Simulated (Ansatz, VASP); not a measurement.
## Two plane-wave programs on V

```
V
1.0
     4.78774    0.00000    0.00000
     0.00000    4.78774    0.00000
     0.00000    0.00000    4.78774
V
8
Direct
  0.50000 0.50000 0.50000
  0.00000 0.00000 0.00000
  0.25000 0.00000 0.50000
  0.50000 0.25000 0.00000
  0.50000 0.75000 0.00000
  0.75000 0.00000 0.50000
  0.00000 0.50000 0.75000
  0.00000 0.50000 0.25000
```

Alike in both runs: functional PBE; k mesh 8 × 8 × 8; occupations gaussian, width 0.1 eV; no spin polarisation.

Ansatz relaxed the structure, and its values are those at the end. VASP's run is a single point on that final structure, the one shown.

|  | VASP | Ansatz |
| --- | --- | --- |
| version | VASP 6.6.1 | Ansatz 0.2.0 |
| potentials or method | VASP PAW PBE potentials, release 64 (V_sv) | scalar-relativistic, plane waves, PAW |
| plane-wave cutoff (eV) | 520 | 420 |
| valence electrons in the cell | 104 | 104 |

Ansatz gave:

- gap on the k mesh at the Fermi level (eV): none
- pressure (GPa): 0.0

Task: What did VASP give for the same quantities?

Result: gap on the k mesh at the Fermi level (eV): none; pressure (GPa): 0.2.

A gap of «none» marks a metal or a gap that the smearing closes.
